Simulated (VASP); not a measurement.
# TiN (Fm-3m) in VASP: notebook

Runs on TiN. Level: PBE. Tasks: relaxation of cell and atoms.

Everything below comes from runs of VASP 6.6.1. Logs are shortened: lines on timing, memory, paths and dates and some standing lists are left out, and cuts for length are marked.

### Step 1. Starting point

It takes space group Fm-3m (No. 225, cubic). Conventional cell: a = 4.238 Å, b = 4.238 Å, c = 4.238 Å, α = 90.00°, β = 90.00°, γ = 90.00°. Around Ti (site symmetry m-3m) lie 6 N at 2.12 Å. Around N (site symmetry m-3m) lie 6 Ti at 2.12 Å.

### Step 2. Relaxation of cell and atoms, PBE

INCAR

```
PREC = Accurate
ENCUT = 520
EDIFF = 1E-7
ISMEAR = 0
SIGMA = 0.02
LREAL = F
LASPH = T
NELM = 60
ALGO = Fast
ISIF = 3
LWAVE = F
LCHARG = F
GGA = PE
IBRION = 2
NSW = 80
EDIFFG = -0.002
```

KPOINTS

```
regular mesh
0
Gamma
  4 4 4
```

POSCAR

```
TiN
1.0
    0.0000000000      2.1190000000      2.1190000000
    2.1190000000      0.0000000000      2.1190000000
    2.1190000000      2.1190000000      0.0000000000
Ti N
1 1
Direct
    0.0000000000      0.0000000000      0.0000000000
    0.5000000000      0.5000000000      0.5000000000
```

Potentials or basis: VASP PAW PBE potentials, release 64 (Ti_sv, N).

The run is started by

```sh
cat potpaw_PBE.64/Ti_sv/POTCAR potpaw_PBE.64/N/POTCAR > POTCAR
mpirun -np 1 vasp_std > vasp.out
```

OUTCAR:

```text
PREC = Accurate
   ENCUT = 520
   EDIFF = 1E-7
   ISMEAR = 0
   LREAL = F
   LASPH = T
   NELM = 60
   ISIF = 3
   GGA = PE
   IBRION = 2
   NSW = 80
   EDIFFG = -0.002

 ion  position               nearest neighbor table
   1  0.000  0.000  0.000-   2 2.12   2 2.12   2 2.12   2 2.12   2 2.12   2 2.12
   2  0.500  0.500  0.500-   1 2.12   1 2.12   1 2.12   1 2.12   1 2.12   1 2.12

  LATTYP: Found a face centered cubic cell.
 ALAT       =     4.2380000000

  Lattice vectors:

 A1 = (   0.0000000000,   2.1190000000,   2.1190000000)
 A2 = (   2.1190000000,   0.0000000000,   2.1190000000)
 A3 = (   2.1190000000,   2.1190000000,   0.0000000000)

Analysis of symmetry for initial positions (statically):
=====================================================================
 Subroutine PRICEL returns:
 Original cell was already a primitive cell.

 Routine SETGRP: Setting up the symmetry group for a
 face centered cubic supercell.

 Subroutine GETGRP returns: Found 48 space group operations
 (whereof 48 operations were pure point group operations)
 out of a pool of 48 trial point group operations.

The static configuration has the point symmetry O_h .

Analysis of symmetry for dynamics (positions and initial velocities):
=====================================================================
 Subroutine PRICEL returns:
 Original cell was already a primitive cell.

 Routine SETGRP: Setting up the symmetry group for a
 face centered cubic supercell.

 Subroutine GETGRP returns: Found 48 space group operations
 (whereof 48 operations were pure point group operations)
 out of a pool of 48 trial point group operations.

The dynamic configuration has the point symmetry O_h .

 Subroutine INISYM returns: Found 48 space group operations
 (whereof 48 operations are pure point group operations),
 and found     1 'primitive' translations

----------------------------------------------------------------------------------------

                                     Primitive cell

  volume of cell :      19.0293

  direct lattice vectors                    reciprocal lattice vectors
[... 60 lines left out ...]
 SYSTEM =  unknown system
   PREC   = accura    normal or accurate (medium, high low for compatibility)
   ISTART =      0    job   : 0-new  1-cont  2-samecut
   ICHARG =      2    charge: 1-file 2-atom 10-const
   ISPIN  =      1    spin polarized calculation?
   LNONCOLLINEAR =      F non collinear calculations
   LSORBIT =      F    spin-orbit coupling
   LASPH  =      T    aspherical Exc in radial PAW
   ENCUT  =  520.0 eV  38.22 Ry    6.18 a.u.   5.57  5.57  5.57*2*pi/ulx,y,z
   NELM   =     60;   NELMIN=  2; NELMDL= -5     # of ELM steps
   EDIFF  = 0.1E-06   stopping-criterion for ELM
   LREAL  =      F    real-space projection
   EDIFFG = -.2E-02   stopping-criterion for IOM
   NSW    =     80    number of steps for IOM
   IBRION =      2    ionic relax: 0-MD 1-quasi-New 2-CG
   NFREE  =      1    steps in history (QN), initial steepest desc. (CG)
   ISIF   =      3    stress and relaxation
   ISYM   =      2    0-nonsym 1-usesym 2-fastsym
   POTIM  = 0.5000    time-step for ionic-motion
   TEBEG  =    0.0;   TEEND  =   0.0 temperature during run
   PSTRESS=    0.0 pullay stress
   NELECT =      17.0000    total number of electrons
   NUPDOWN=      -1.0000    fix difference up-down
   EMIN   =  10.00;   EMAX   =-10.00  energy-range for DOS
   EFERMI =   0.00;   METHOD = LEGACY
   ISMEAR =     0;   SIGMA  =   0.02  broadening in eV -4-tet -1-fermi 0-gaus
   EFERMI_NEDOS =   21; number of points for ismear=-14 and -15
   IALGO  =     68    algorithm
   IMIX   =      4    mixing-type and parameters
     AMIX     =   0.40;   BMIX     =  1.00
     AMIX_MAG =   1.60;   BMIX_MAG =  1.00
  volume/ion in A,a.u.               =       9.51        64.21
  Fermi-wavevector in a.u.,A,eV,Ry     =   1.576704  2.979539 33.824024  2.485996
  Thomas-Fermi vector in A             =   2.677497
   LORBIT       =      0    0 simple, 1 ext, 2 COOP (PROOUT), +10 PAW based schemes
   GGA     = PE    functional components
   LHFCALC =     F    Hartree Fock is set to
   AEXX    =    0.0000 exact exchange contribution
   IVDW    =     0    specifies the selected vdW correction
   LEPSILON=     F    determine dielectric tensor
   LRPA    =     F    only Hartree local field effects (RPA)
 conjugate gradient relaxation of ions
 non-spin polarized calculation
 RMM-DIIS sequential band-by-band and
 Gauss-broadening in eV      SIGMA  =   0.02
  energy-cutoff  :      520.00
  volume of cell :       19.03
 maximum number of plane-waves:       531
 NGX is ok and might be reduce to    24
   NGX = 11   NGY = 11   NGZ = 11

--------------------------------------- Ionic step        1  -------------------------------------------

 number of electron      17.0000001 magnetization

 Free energy of the ion-electron system (eV)
  ---------------------------------------------------
  ext. energy  EPLUGINS =         0.00000000
  ---------------------------------------------------
  free energy    TOTEN  =       -19.59407213 eV

  energy without entropy =      -19.59142206  energy(sigma->0) =      -19.59274709

------------------------ aborting loop because EDIFF is reached ----------------------------------------

  FORCE on cell =-STRESS in cart. coord.  units (eV):
  Direction    XX          YY          ZZ          XY          YZ          ZX
  --------------------------------------------------------------------------------------
  -------------------------------------------------------------------------------------
  Total        0.3403194      0.3403194      0.3403194     -0.0000000      0.0000000     -0.0000000
  in kB       28.6532861     28.6532861     28.6532861     -0.0000000      0.0000000     -0.0000000
  external PRESSURE =      28.6532861 kB  Pullay stress =       0.0000000 kB
[... 59 lines left out ...]
--------------------------------------- Ionic step        3  -------------------------------------------

 number of electron      17.0000002 magnetization

 Free energy of the ion-electron system (eV)
  ---------------------------------------------------
  ext. energy  EPLUGINS =         0.00000000
  ---------------------------------------------------
  free energy    TOTEN  =       -19.59582875 eV

  energy without entropy =      -19.59317868  energy(sigma->0) =      -19.59450372

 E-fermi :  10.9833     XC(G=0): -12.9789

 val. band max:       10.9695691096   @ k =   0.5000   0.2500   0.0000
 cond. band min:      11.7943295768   @ k =   0.2500   0.0000   0.0000
 fundamental gap:      0.8247604671
 Fermi energy:        10.9832505166

 k-point     1 :       0.0000    0.0000    0.0000
  band No.  band energies     occupation
      1     -46.5681      2.00000
      2     -22.5514      2.00000
      3     -22.5514      2.00000
      4     -22.5514      2.00000
      5      -5.6988      2.00000
      6       9.3277      2.00000
      7       9.3277      2.00000
      8       9.3277      2.00000
      9      10.7189      2.00000
     10      10.7189      2.00000
     11      10.7189      2.00000
     12      11.8930      0.00000
[... 132 lines left out ...]
  FREE ENERGIE OF THE ION-ELECTRON SYSTEM (eV)
  ---------------------------------------------------
  free  energy   TOTEN  =       -19.5958287525 eV

  energy  without entropy=      -19.5931786830  energy(sigma->0) =      -19.59450372

 reached required accuracy - stopping structural energy minimisation
```

It took 9.4 s on 1 thread of Intel Xeon 6975P-C (Granite Rapids), shared host; peak memory 0.13 GiB.

What came out:

* Free energy: -19.5958 eV
* Relaxed volume: 9.61 Å³/atom
* Relaxed cell: a = 3.007 Å, b = 3.007 Å, c = 3.007 Å, α = 60.00°, β = 60.00°, γ = 60.00°
* Space group after relaxing (to 0.05 Å): Fm-3m (No. 225)
* Energy gained by relaxing: 0.9 meV/atom
* Ionic steps: 3
* Pressure after relaxing: 0.0 GPa
* Band gap on the k mesh: none (metal or under the smearing width)

The path:
| step | energy change (eV) | largest force (eV/Å) | pressure (GPa) | volume (Å³) |
| --- | --- | --- | --- | --- |
| 1 | 0.0000 | 0.0000 | 2.87 | 19.03 |
| 2 | 0.0016 | 0.0000 | -3.82 | 19.50 |
| 3 | -0.0018 | 0.0000 | -0.02 | 19.23 |

Final structure:
```yaml
crystal:
  lattice:
    - [0.00000, 2.12629, 2.12629]
    - [2.12629, 0.00000, 2.12629]
    - [2.12629, 2.12629, 0.00000]
  atoms:
    - { symbol: Ti, position: [0.00000, 0.00000, 0.00000] }
    - { symbol: N, position: [0.50000, 0.50000, 0.50000] }
```

Caveat: the k mesh is coarse (spacing up to 0.64 Å⁻¹), so the values aren't converged.

### Step 3. Relaxation of cell and atoms, PBE

This run uses another cell than the first one, of 9.61 Å³/atom, 1.010 times its volume.

INCAR is that of step 2.

KPOINTS is that of step 2.

POSCAR

```
TiN                                     
1.0
   -0.0000000000      2.1262925010      2.1262925010
    2.1262925010     -0.0000000000      2.1262925010
    2.1262925010      2.1262925010      0.0000000000
  Ti              N             
     1     1
Direct
     0.0000000000000000    0.0000000000000000    0.0000000000000000
     0.5000000000000000    0.5000000000000000    0.5000000000000000
```

Potentials or basis: VASP PAW PBE potentials, release 64 (Ti_sv, N).

The run is started by

```sh
cat potpaw_PBE.64/Ti_sv/POTCAR potpaw_PBE.64/N/POTCAR > POTCAR
mpirun -np 1 vasp_std > vasp.out
```

OUTCAR:

```text
PREC = Accurate
   ENCUT = 520
   EDIFF = 1E-7
   ISMEAR = 0
   LREAL = F
   LASPH = T
   NELM = 60
   ISIF = 3
   GGA = PE
   IBRION = 2
   NSW = 80
   EDIFFG = -0.002

 ion  position               nearest neighbor table
   1  0.000  0.000  0.000-   2 2.13   2 2.13   2 2.13   2 2.13   2 2.13   2 2.13
   2  0.500  0.500  0.500-   1 2.13   1 2.13   1 2.13   1 2.13   1 2.13   1 2.13

  LATTYP: Found a face centered cubic cell.
 ALAT       =     4.2525850020

  Lattice vectors:

 A1 = (   0.0000000000,   2.1262925010,   2.1262925010)
 A2 = (   2.1262925010,   0.0000000000,   2.1262925010)
 A3 = (   2.1262925010,   2.1262925010,   0.0000000000)

Analysis of symmetry for initial positions (statically):
=====================================================================
 Subroutine PRICEL returns:
 Original cell was already a primitive cell.

 Routine SETGRP: Setting up the symmetry group for a
 face centered cubic supercell.

 Subroutine GETGRP returns: Found 48 space group operations
 (whereof 48 operations were pure point group operations)
 out of a pool of 48 trial point group operations.

The static configuration has the point symmetry O_h .

Analysis of symmetry for dynamics (positions and initial velocities):
=====================================================================
 Subroutine PRICEL returns:
 Original cell was already a primitive cell.

 Routine SETGRP: Setting up the symmetry group for a
 face centered cubic supercell.

 Subroutine GETGRP returns: Found 48 space group operations
 (whereof 48 operations were pure point group operations)
 out of a pool of 48 trial point group operations.

The dynamic configuration has the point symmetry O_h .

 Subroutine INISYM returns: Found 48 space group operations
 (whereof 48 operations are pure point group operations),
 and found     1 'primitive' translations

----------------------------------------------------------------------------------------

                                     Primitive cell

  volume of cell :      19.2264

[... 105 lines left out ...]
 Gauss-broadening in eV      SIGMA  =   0.02
  energy-cutoff  :      520.00
  volume of cell :       19.23
 maximum number of plane-waves:       531
 NGX is ok and might be reduce to    24
   NGX = 11   NGY = 11   NGZ = 11

 number of electron      17.0000002 magnetization

 Free energy of the ion-electron system (eV)
  ---------------------------------------------------
  ext. energy  EPLUGINS =         0.00000000
  ---------------------------------------------------
  free energy    TOTEN  =       -19.59610987 eV

  energy without entropy =      -19.59345980  energy(sigma->0) =      -19.59478483

 E-fermi :  10.9833     XC(G=0): -12.9789

 val. band max:       10.9695775890   @ k =   0.5000   0.2500   0.0000
 cond. band min:      11.7943536954   @ k =   0.2500   0.0000   0.0000
 fundamental gap:      0.8247761063
 Fermi energy:        10.9832589960

 k-point     1 :       0.0000    0.0000    0.0000
  band No.  band energies     occupation
      1     -46.5681      2.00000
      2     -22.5514      2.00000
      3     -22.5514      2.00000
      4     -22.5514      2.00000
      5      -5.6988      2.00000
      6       9.3277      2.00000
      7       9.3277      2.00000
      8       9.3277      2.00000
      9      10.7190      2.00000
     10      10.7190      2.00000
     11      10.7190      2.00000
     12      11.8931      0.00000
[... 91 lines left out ...]
 k-point     8 :      -0.2500    0.5000    0.2500
  band No.  band energies     occupation
      1     -46.4446      2.00000
      2     -22.9102      2.00000
      3     -22.9102      2.00000
      4     -22.7703      2.00000
      5      -3.8388      2.00000
      6       5.8997      2.00000
      7       5.8997      2.00000
      8       6.0221      2.00000
      9      12.2421      0.00000
     10      12.2421      0.00000
     11      13.6738      0.00000
     12      14.3899      0.00000

------------------------ aborting loop because EDIFF is reached ----------------------------------------

  FORCE on cell =-STRESS in cart. coord.  units (eV):
  Direction    XX          YY          ZZ          XY          YZ          ZX
  --------------------------------------------------------------------------------------
  -------------------------------------------------------------------------------------
  Total       -0.0008452     -0.0008452     -0.0008452      0.0000000      0.0000000      0.0000000
  in kB       -0.0704362     -0.0704362     -0.0704362      0.0000000      0.0000000      0.0000000
  external PRESSURE =      -0.0704362 kB  Pullay stress =       0.0000000 kB

 VOLUME and BASIS-vectors are now :
 -----------------------------------------------------------------------------
  energy-cutoff  :      520.00
  volume of cell :       19.23
      direct lattice vectors                 reciprocal lattice vectors
     0.000000000  2.126292501  2.126292501    -0.235151090  0.235151090  0.235151090
     2.126292501  0.000000000  2.126292501     0.235151090 -0.235151090  0.235151090
     2.126292501  2.126292501  0.000000000     0.235151090  0.235151090 -0.235151090

 POSITION                                       TOTAL-FORCE (eV/Angst)
 -----------------------------------------------------------------------------------
      0.00000      0.00000      0.00000         0.000000      0.000000      0.000000
      2.12629      2.12629      2.12629         0.000000     -0.000000      0.000000
 -----------------------------------------------------------------------------------
    total drift:                                0.000000     -0.000000     -0.000000

  FREE ENERGIE OF THE ION-ELECTRON SYSTEM (eV)
  ---------------------------------------------------
  free  energy   TOTEN  =       -19.5961098674 eV

  energy  without entropy=      -19.5934597980  energy(sigma->0) =      -19.59478483

 reached required accuracy - stopping structural energy minimisation
```

Wall time 4.5 s (1 thread of Intel Xeon 6975P-C (Granite Rapids), shared host); peak memory 0.13 GiB.

Results:

| Property | Result |
| --- | --- |
| Free energy | -19.5961 eV |
| Pressure after relaxing | 0.0 GPa |
| Band gap on the k mesh | none (metal or under the smearing width) |

Final structure:
```xyz
2
Lattice="0.0000 2.1263 2.1263 2.1263 0.0000 2.1263 2.1263 2.1263 0.0000" Properties=species:S:1:pos:R:3 pbc="T T T"
Ti    0.0000    0.0000    0.0000
N     2.1263    2.1263    2.1263
```

Levels at points of the mesh, in eV from the Fermi level:
```tsv
k point	band 6	band 7	band 8	band 9	band 10	band 11
(0.00, 0.00, 0.00)	-1.66	-1.66	-1.66	-0.26	-0.26	-0.26
(0.50, 0.00, 0.00)	-7.66	-5.07	-5.07	2.00	2.00	2.84
(0.50, 0.50, 0.00)	-5.44	-2.84	-2.84	-2.68	1.95	2.69
```

Caveat: the k mesh is coarse (spacing up to 0.64 Å⁻¹), so the values aren't converged; the relaxation stopped at its first step, so nothing moved.
